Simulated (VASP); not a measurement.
# Te (R-3m) in VASP: a series of runs

Aim: see how the results for Te move with the level of theory and the settings. Levels: PBEsol, rev-vdW-DF2. Tasks: band structure, optical spectrum.

Program: VASP 6.6.1. These are calculated values, not measurements. Logs are shortened: lines on timing, memory, paths and dates and some standing lists are left out, and cuts for length are marked.

## 1. Starting point

The structure is trigonal, space group R-3m (No. 166). Conventional cell: a = 4.612 Å, b = 4.612 Å, c = 5.073 Å, α = 90.00°, β = 90.00°, γ = 120.00°. Te (site symmetry -3m) is surrounded by 6 Te at 3.15 Å.

This isn't the form of Te at room conditions, which is trigonal, of chains.

## 2. Band structure, PBEsol

Contents of INCAR:

```
SYSTEM = Te
PREC = Accurate
ENCUT = 520
EDIFF = 1E-6
ISMEAR = -1
SIGMA = 0.05
LREAL = .FALSE.
LASPH = .TRUE.
NELM = 100
ALGO = Fast
ISIF = 2
LWAVE = .FALSE.
LCHARG = .FALSE.
GGA = PS
NBANDS = 9
```

Contents of KPOINTS:

```
Automatic mesh
0
G
  9 9 9
  0 0 0
```

Contents of POSCAR:

```
Te
1.0
    2.3059043427      1.3313144930      1.6909537039
   -2.3059043427      1.3313144930      1.6909537039
    0.0000000000     -2.6626289860      1.6909537039
Te
1
Direct
    0.5000000000      0.5000000000      0.5000000000
```

Contents of KPOINTS_OPT:

```
path GPZQGFP1Q1LZ
20
line-mode
reciprocal
 0.0000000000  0.0000000000  0.0000000000  G
 0.4677709699 -0.5322290301  0.4677709699  P

 0.4677709699 -0.5322290301  0.4677709699  P
 0.5000000000 -0.5000000000  0.5000000000  Z

 0.5000000000 -0.5000000000  0.5000000000  Z
 0.4355419398  0.4355419398  0.4355419398  Q

 0.4355419398  0.4355419398  0.4355419398  Q
 0.0000000000  0.0000000000  0.0000000000  G

 0.0000000000  0.0000000000  0.0000000000  G
 0.5000000000 -0.5000000000  0.0000000000  F

 0.5000000000 -0.5000000000  0.0000000000  F
 0.5322290301 -0.4677709699 -0.4677709699  P1

 0.5322290301 -0.4677709699 -0.4677709699  P1
 0.5644580602 -0.4355419398 -0.4355419398  Q1

 0.5644580602 -0.4355419398 -0.4355419398  Q1
 0.5000000000  0.0000000000  0.0000000000  L

 0.5000000000  0.0000000000  0.0000000000  L
 0.5000000000 -0.5000000000  0.5000000000  Z
```

Potentials or basis: VASP PAW PBE potentials, release 64 (Te).

On the command line:

```console
$ cat potpaw_PBE.64/Te/POTCAR > POTCAR
$ mpirun -np 1 vasp_std > vasp.out
```

OUTCAR:

```text
SYSTEM = Te
   PREC = Accurate
   ENCUT = 520
   EDIFF = 1E-6
   ISMEAR = -1
   LREAL = .FALSE.
   LASPH = .TRUE.
   NELM = 100
   ISIF = 2
   GGA = PS

 ion  position               nearest neighbor table
   1  0.500  0.500  0.500-

  LATTYP: Found a trigonal (rhomboedric) cell.
 ALAT       =     3.1541904739
 COS(alpha) =    -0.0688991668

  Lattice vectors:

 A1 = (   2.3059043427,   1.3313144930,   1.6909537039)
 A2 = (  -2.3059043427,   1.3313144930,   1.6909537039)
 A3 = (   0.0000000000,  -2.6626289860,   1.6909537039)

Analysis of symmetry for initial positions (statically):
=====================================================================
 Subroutine PRICEL returns:
 Original cell was already a primitive cell.

 Routine SETGRP: Setting up the symmetry group for a
 trigonal (rhombohedral) supercell.

 Subroutine GETGRP returns: Found 12 space group operations
 (whereof 12 operations were pure point group operations)
 out of a pool of 12 trial point group operations.

The static configuration has the point symmetry D_3d.

Analysis of symmetry for dynamics (positions and initial velocities):
=====================================================================
 Subroutine PRICEL returns:
 Original cell was already a primitive cell.

 Routine SETGRP: Setting up the symmetry group for a
 trigonal (rhombohedral) supercell.

 Subroutine GETGRP returns: Found 12 space group operations
 (whereof 12 operations were pure point group operations)
 out of a pool of 12 trial point group operations.

The dynamic configuration has the point symmetry D_3d.

 Subroutine INISYM returns: Found 12 space group operations
 (whereof 12 operations are pure point group operations),
 and found     1 'primitive' translations

----------------------------------------------------------------------------------------

                                     Primitive cell

  volume of cell :      31.1462

  direct lattice vectors                    reciprocal lattice vectors
     2.305904343  1.331314493  1.690953704     0.216834667  0.125189553  0.197127415
    -2.305904343  1.331314493  1.690953704    -0.216834667  0.125189553  0.197127415
     0.000000000 -2.662628986  1.690953704     0.000000000 -0.250379107  0.197127415

  length of vectors
     3.154190474  3.154190474  3.154190474     0.318667405  0.318667405  0.318667405

  position of ions in fractional coordinates (direct lattice)
     0.500000000  0.500000000  0.500000000

  ion indices of the primitive-cell ions
   primitive index   ion index
                 1           1

----------------------------------------------------------------------------------------

 KPOINTS: Automatic mesh

Automatic generation of k-mesh.
 Grid dimensions read from file:
 generate k-points for:    9    9    9

 Generating k-lattice:

  Cartesian coordinates                     Fractional coordinates (reciprocal lattice)
     0.024092741  0.013909950  0.021903046     0.111111111  0.000000000  0.000000000
    -0.024092741  0.013909950  0.021903046     0.000000000  0.111111111  0.000000000
     0.000000000 -0.027819901  0.021903046     0.000000000  0.000000000  0.111111111

  Length of vectors
     0.035407489  0.035407489  0.035407489

  Shift w.r.t. Gamma in fractional coordinates (k-lattice)
     0.000000000  0.000000000  0.000000000

 Subroutine IBZKPT returns following result:
 ===========================================

 Found     85 irreducible k-points:

 Following reciprocal coordinates:
            Coordinates               Weight
  0.000000  0.000000  0.000000      1.000000
  0.111111  0.000000  0.000000      6.000000
  0.222222  0.000000  0.000000      6.000000
  0.333333  0.000000  0.000000      6.000000
  0.444444  0.000000  0.000000      6.000000
  0.111111  0.111111  0.000000      6.000000
[... 16 lines left out ...]
 -0.333333  0.333333  0.000000      6.000000
  0.444444  0.444444  0.000000      6.000000
 [... further k-points ...]
   k-points           NKPTS =     85   k-points in BZ     NKDIM =     85   number of bands    NBANDS=      9
   number of dos      NEDOS =    301   number of ions     NIONS =      1
   total plane-waves  NPLWV =  13824
   dimension x,y,z NGX =    24 NGY =   24 NGZ =   24
   dimension x,y,z NGXF=    48 NGYF=   48 NGZF=   48
   ions per type =               1
   NGX,Y,Z   is equivalent  to a cutoff of  12.65, 12.65, 12.65 a.u.
   NGXF,Y,Z  is equivalent  to a cutoff of  25.30, 25.30, 25.30 a.u.
 SYSTEM =  Te
   PREC   = accura    normal or accurate (medium, high low for compatibility)
   ISTART =      0    job   : 0-new  1-cont  2-samecut
   ICHARG =      2    charge: 1-file 2-atom 10-const
   ISPIN  =      1    spin polarized calculation?
   LNONCOLLINEAR =      F non collinear calculations
   LSORBIT =      F    spin-orbit coupling
   LASPH  =      T    aspherical Exc in radial PAW
   ENCUT  =  520.0 eV  38.22 Ry    6.18 a.u.   5.86  5.86  5.86*2*pi/ulx,y,z
   NELM   =    100;   NELMIN=  2; NELMDL= -5     # of ELM steps
   EDIFF  = 0.1E-05   stopping-criterion for ELM
   LREAL  =      F    real-space projection
   EDIFFG = 0.1E-04   stopping-criterion for IOM
   NSW    =      0    number of steps for IOM
   IBRION =     -1    ionic relax: 0-MD 1-quasi-New 2-CG
   NFREE  =      0    steps in history (QN), initial steepest desc. (CG)
   ISIF   =      2    stress and relaxation
   ISYM   =      2    0-nonsym 1-usesym 2-fastsym
   POTIM  = 0.5000    time-step for ionic-motion
   TEBEG  =    0.0;   TEEND  =   0.0 temperature during run
   PSTRESS=    0.0 pullay stress
   NELECT =       6.0000    total number of electrons
   NUPDOWN=      -1.0000    fix difference up-down
   EMIN   =  10.00;   EMAX   =-10.00  energy-range for DOS
   EFERMI =   0.00;   METHOD = LEGACY
   ISMEAR =    -1;   SIGMA  =   0.05  broadening in eV -4-tet -1-fermi 0-gaus
   EFERMI_NEDOS =   21; number of points for ismear=-14 and -15
   IALGO  =     68    algorithm
   IMIX   =      4    mixing-type and parameters
     AMIX     =   0.40;   BMIX     =  1.00
     AMIX_MAG =   1.60;   BMIX_MAG =  1.00
  volume/ion in A,a.u.               =      31.15       210.18
  Fermi-wavevector in a.u.,A,eV,Ry     =   0.945490  1.786717 12.162947  0.893951
  Thomas-Fermi vector in A             =   2.073397
   LORBIT       =      0    0 simple, 1 ext, 2 COOP (PROOUT), +10 PAW based schemes
   GGA     = PS    functional components
   LHFCALC =     F    Hartree Fock is set to
   AEXX    =    0.0000 exact exchange contribution
   IVDW    =     0    specifies the selected vdW correction
   LEPSILON=     F    determine dielectric tensor
   LRPA    =     F    only Hartree local field effects (RPA)
 non-spin polarized calculation
 RMM-DIIS sequential band-by-band and
  energy-cutoff  :      520.00
  volume of cell :       31.15
 maximum number of plane-waves:       858
   NGX = 11   NGY = 11   NGZ = 11

 number of electron       5.9999999 magnetization

 Free energy of the ion-electron system (eV)
  ---------------------------------------------------
  ext. energy  EPLUGINS =         0.00000000
  ---------------------------------------------------
  free energy    TOTEN  =        -3.50517279 eV

  energy without entropy =       -3.49977767  energy(sigma->0) =       -3.50247523

 E-fermi :   6.9485     XC(G=0):  -9.6472

 val. band max:        6.9294942143   @ k =   0.2222   0.1111   0.1111
 cond. band min:       6.9485654638   @ k =  -0.3333   0.4444   0.2222
 fundamental gap:      0.0190712495
 Fermi energy:         6.9484850181

 k-point     1 :       0.0000    0.0000    0.0000
  band No.  band energies     occupation
      1      -7.0396      2.00000
      2       7.9200      0.00000
      3       8.3847      0.00000
      4       8.3847      0.00000
      5      13.0113      0.00000
      6      13.0113      0.00000
      7      13.4999      0.00000
      8      23.7933      0.00000
      9      24.0213      0.00000

 k-point     2 :       0.1111    0.0000    0.0000
  band No.  band energies     occupation
      1      -6.8853      2.00000
      2       6.6524      1.99465
      3       8.2238      0.00000
      4       8.5126      0.00000
      5      13.1571      0.00000
      6      13.4804      0.00000
      7      15.0429      0.00000
      8      21.6560      0.00000
      9      21.7584      0.00000

 k-point     3 :       0.2222    0.0000    0.0000
  band No.  band energies     occupation
      1      -6.4436      2.00000
      2       4.2276      2.00000
      3       8.5553      0.00000
      4       8.8645      0.00000
      5      13.5722      0.00000
      6      14.0093      0.00000
      7      18.0431      0.00000
      8      19.7792      0.00000
      9      19.8581      0.00000

 k-point     4 :       0.3333    0.0000    0.0000
  band No.  band energies     occupation
      1      -5.8076      2.00000
      2       2.1163      2.00000
      3       9.0125      0.00000
      4       9.3310      0.00000
      5      14.1512      0.00000
      6      14.8330      0.00000
      7      17.7136      0.00000
      8      18.3695      0.00000
      9      20.4442      0.00000
[... 205 lines left out ...]
 k-point    22 :      -0.4444    0.3333    0.0000
  band No.  band energies     occupation
      1      -4.0604      2.00000
      2       2.0150      2.00000
      3       3.8441      2.00000
      4      10.1464      0.00000
      5      10.4711      0.00000
      6      16.4236      0.00000
      7      18.3010      0.00000
      8      19.5974      0.00000
      9      20.2581      0.00000

 k-point    23 :      -0.3333    0.3333    0.0000
  band No.  band energies     occupation
      1      -4.6554      2.00000
      2       3.4101      2.00000
      3       3.5137      2.00000
      4      10.1187      0.00000
      5      10.9756      0.00000
      6      15.7082      0.00000
      7      18.8547      0.00000
      8      19.1542      0.00000
      9      21.6495      0.00000

 k-point    24 :       0.4444    0.4444    0.0000
  band No.  band energies     occupation
      1      -3.4317      2.00000
      2       2.0520      2.00000
      3       2.7180      2.00000
      4       9.2510      0.00000
      5      10.8124      0.00000
      6      17.2126      0.00000
      7      19.0633      0.00000
      8      19.5005      0.00000
      9      20.0193      0.00000

 [... further k-points ...]

------------------------ aborting loop because EDIFF is reached ----------------------------------------

  FORCE on cell =-STRESS in cart. coord.  units (eV):
  Direction    XX          YY          ZZ          XY          YZ          ZX
  --------------------------------------------------------------------------------------
  -------------------------------------------------------------------------------------
  Total       -0.0169454     -0.0169454      0.0103594      0.0000000      0.0000000     -0.0000000
  in kB       -0.8716831     -0.8716831      0.5328941      0.0000000      0.0000000     -0.0000000
  external PRESSURE =      -0.4034907 kB  Pullay stress =       0.0000000 kB

 VOLUME and BASIS-vectors are now :
 -----------------------------------------------------------------------------
  energy-cutoff  :      520.00
  volume of cell :       31.15
      direct lattice vectors                 reciprocal lattice vectors
     2.305904343  1.331314493  1.690953704     0.216834667  0.125189553  0.197127415
    -2.305904343  1.331314493  1.690953704    -0.216834667  0.125189553  0.197127415
     0.000000000 -2.662628986  1.690953704     0.000000000 -0.250379107  0.197127415

 POSITION                                       TOTAL-FORCE (eV/Angst)
 -----------------------------------------------------------------------------------
      0.00000      0.00000      2.53643         0.000000     -0.000000     -0.000000
 -----------------------------------------------------------------------------------
    total drift:                                0.000000      0.000000     -0.000000

  FREE ENERGIE OF THE ION-ELECTRON SYSTEM (eV)
  ---------------------------------------------------
  free  energy   TOTEN  =        -3.5051727913 eV

  energy  without entropy=       -3.4997776734  energy(sigma->0) =       -3.50247523
```

Wall time 29 s (1 thread of AMD EPYC 7R43 (Zen 3), shared host); peak memory 0.14 GiB.

Results:

```
Free energy             : -3.5052 eV
Pressure                : 0.0 GPa
Band gap along the path : none (metal or under the smearing width)
```

Levels at the corners of the path, in eV from the Fermi level:
```tsv
point	band 2	band 3	band 4	band 5	band 6	band 7
Γ	0.97	1.44	1.44	6.06	6.06	6.55
P	-3.42	-3.42	-2.46	3.95	3.95	5.01
P	-3.42	-3.42	-2.46	3.95	3.95	5.01
Z	-3.43	-3.43	-2.47	3.85	3.85	5.32
Z	-3.43	-3.43	-2.47	3.85	3.85	5.32
Q	-3.40	-3.40	-2.44	4.23	4.23	4.62
Q	-3.40	-3.40	-2.44	4.23	4.23	4.62
Γ	0.97	1.44	1.44	6.06	6.06	6.55
Γ	0.97	1.44	1.44	6.06	6.06	6.55
F	-5.00	-4.26	1.88	3.97	10.51	12.20
F	-5.00	-4.26	1.88	3.97	10.51	12.20
P1	-3.42	-3.42	-2.46	3.95	3.95	5.01
P1	-3.42	-3.42	-2.46	3.95	3.95	5.01
Q1	-3.40	-3.40	-2.44	4.23	4.23	4.62
Q1	-3.40	-3.40	-2.44	4.23	4.23	4.62
L	-6.34	2.47	2.80	7.70	8.98	9.89
L	-6.34	2.47	2.80	7.70	8.98	9.89
Z	-3.43	-3.43	-2.47	3.85	3.85	5.32
```

Caveat: the PAW data sets were made with another functional, which shifts forces and pressure a little; spin-orbit coupling is left out, which moves the levels of the heavy elements.

(Part 1 of 3 ends here.)
